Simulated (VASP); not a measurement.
Here is a VASP 6.6.1 calculation.

INCAR

```
PREC = Accurate ; ENCUT = 600
EDIFF = 1E-7 ; ISMEAR = 0
SIGMA = 0.03 ; LREAL = F
LASPH = T ; NELM = 80
ALGO = Normal ; ISIF = 3
LWAVE = F ; LCHARG = F
METAGGA = R2SCAN ; LMIXTAU = T
IBRION = 2 ; NSW = 90
EDIFFG = -0.005 ; KPAR = 2
```

The input KPOINTS:

```
Automatic mesh
0
Gamma
  8 8 8
```

File POSCAR:

```
BaTiO3                                  
1.0
    3.9872653553      0.0000000000      0.0000000000
    0.0000000000      3.9872653553      0.0000000000
    0.0000000000      0.0000000000      4.1149707463
  Ba              Ti              O             
     1     1     3
Direct
     0.0000000000000000    0.0000000000000000    0.9971689026408103
     0.5000000000000000    0.5000000000000000    0.4792036959588432
     0.5000000000000000    0.5000000000000000    0.0331038404906195
     0.5000000000000000    0.0000000000000000    0.5167617804548665
     0.0000000000000000    0.5000000000000000    0.5167617804548665
```

Potentials or basis: VASP PAW PBE potentials, release 64 (Ba_sv, Ti_sv, O).

The run is started by

```sh
$ cat potpaw_PBE.64/Ba_sv/POTCAR potpaw_PBE.64/Ti_sv/POTCAR potpaw_PBE.64/O/POTCAR > POTCAR
$ mpirun -np 2 vasp_std > vasp.out
```

Question: Predict the band gap on the k mesh.

Answer: 2.18 eV, indirect (least direct gap 2.66 eV).

Forces on the atoms (eV/Å):
```
Ba   0.000  0.000  0.001
Ti   0.000  0.000  0.004
O    0.000  0.000  0.003
O    0.000  0.000 -0.004
O    0.000  0.000 -0.004
```

Caveat: the relaxation stopped at its first step, so nothing moved; the PAW data sets were made with another functional, which shifts forces and pressure a little; spin-orbit coupling is left out, which moves the levels of the heavy elements. r2SCAN opens gaps a little over a GGA but as a rule still falls short of measured ones.
